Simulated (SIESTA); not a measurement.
## Ta2N: equation of state with PBEsol

The system is Ta2N.

```
CELL_PARAMETERS angstrom
3.11286 0.00000 0.00000
-1.55643 2.69582 0.00000
0.00000 0.00000 4.86984
ATOMIC_POSITIONS crystal
Ta 0.33333 0.66667 0.25471
Ta 0.66667 0.33333 0.74529
N 0.00000 0.00000 0.00000
```

The cell comes from a database or a generator and needn't be the stable form of this composition.

- Program: SIESTA 5.4.2
- Task: equation of state
- Functional: PBEsol
- Potentials or basis: PseudoDojo 0.4 standard (PBEsol files)
- Basis: DZP (energy shift 0.003 Ry; two zetas on semicore shells)
- Grid cutoff: 800 Ry
- Energy shift: 0.003 Ry
- k mesh: 10 × 10 × 6
- Occupations: fermi-dirac, width 0.05 eV
- Spin: no spin polarisation

The equilibrium volume is 13.33 Å³/atom and the bulk modulus at fixed shape and positions is 301 GPa. The pressure derivative of the bulk modulus is 4.3.

Energy against volume, from the lowest point:
| volume (Å³/atom) | energy (meV/atom) |
| --- | --- |
| 12.805 | 20.94 |
| 13.077 | 4.60 |
| 13.350 | 0.00 |
| 13.622 | 5.73 |
| 13.895 | 20.73 |
| 14.167 | 44.24 |
| 14.439 | 75.19 |

All runs of the series together: 8.7 min on 1 thread of Intel(R) Xeon(R) 6975P-C (Granite Rapids), on a shared host.

Caveat: short orbitals over semicore shells can move pressures by several GPa; the cell was scaled at fixed shape and fractional positions, which overstates the stiffness of a crystal with free parameters, most of all of layers and chains; the basis of atomic orbitals isn't converged, which shifts pressures, moduli and gaps. The run has no spin-orbit coupling, so splittings on Ta are missing.
